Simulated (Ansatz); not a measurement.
We consider L1₀ (CuAu-type) CoPt, described by rVV10 (Ansatz, a first-principles code, plane waves, PAW).

From the output:

```
Relaxation: its limit of steps is 80 (relax.max_steps)
Crystal: 2 atoms, lattice volume = 27.142 Å³
Basis set: ecut = 520 eV, 709 PW (Γ), exchange–correlation on 48×48×60 points (8 copies of the dense FFT grid, shifted against one another)
Bands: 23, of which v1, the nominal top of the filled ones, is band 18 counted from 1 (17 counted from 0)
Symmetry: 16 space group operations
Space group: P4/mmm (ITA 123), of the structure as read, at distance tolerance 3.0e-5 Å
k-points: 594 of 6400
Initial density: superposition of atomic densities (chi_scale 0.1, normalization cell)
Functional: x = rpw86, c = pbe(β = 0.06672455060314922) + rvv10(b = 6.3, C = 0.0093)
SCF 1 converged in 13 iterations: F = -17743.996830 eV  dr2 = 7.61e-9
Crystal: 2 atoms, lattice volume = 27.142 Å³
Initial density: handed on by an earlier stage of this run
SCF 2 converged in 6 iterations: F = -17743.996869 eV  dr2 = 7.00e-8
Crystal: 2 atoms, lattice volume = 27.142 Å³
SCF 3 converged in 7 iterations: F = -17743.996870 eV  dr2 = 1.65e-10
Crystal: 2 atoms, lattice volume = 27.142 Å³
SCF 4 converged in 6 iterations: F = -17743.996868 eV  dr2 = 9.47e-13
SCF converged after 6 iterations
Magnetization: 2.2308 μB (18.6154 up, 16.3846 down)
Free energy (F): -17743.996868 eV
Internal energy: -17743.979689 eV  (E = F + TS)
E sigma→0 (E₀):  -17743.988279 eV
Fermi energy:    20.593439 eV
--- Forces (eV/Å), atoms counted from 1 ---
  atom   1  Co    -0.00000000     0.00000000     0.00000000
  atom   2  Pt     0.00000000     0.00000000     0.00000000
--- Stress (GPa, compression-positive) ---
        4.405174      -0.000000       0.000000
       -0.000000       4.405174       0.000000
        0.000000       0.000000       4.404497
  P = ⅓ Tr σ = 4.4049 GPa (44.049 kbar)
```

Question: Write an input file that could have produced this run (the log leaves some choices open).

Answer: One answer among several that fit: 
Ansatz 0.2 input:
```yaml
crystal:
  lattice:
    - [2.6992643037, 0.0, 0.0]
    - [0.0, 2.6992643037, 0.0]
    - [0.0, 0.0, 3.7251606999]
  atoms:
    - { symbol: Co, position: [0.0, 0.0, 0.0], spin: 2.0 }
    - { symbol: Pt, position: [0.5, 0.5, 0.5], spin: 0.0 }
basis:
  ecutwfc: 520
  ecutrho_ratio: 4
  xc_grid: 2
kpoints:
  mp_grid: { grid: [20, 20, 16] }
hamiltonian:
  xc: { exchange: rpw86, correlation: pbe }
  dispersion: rvv10
  pseudopotentials: { kind: paw }
scf:
  occupations: { method: fermi_dirac, width: 0.05 }
output:
  forces: true
  stress: true
  eigenvalues: true
magnetization:
  spin_polarized: true
relax:
  f_tol: 0.004
  escape_saddle: false
  max_steps: 80
  cell: { stress_tol: 0.02, fix: [volume] }
```

The cell is one volume of an energy–volume scan, off the minimum.

The PAW data were made under PBE.

The result took around 110 core-seconds (rough).
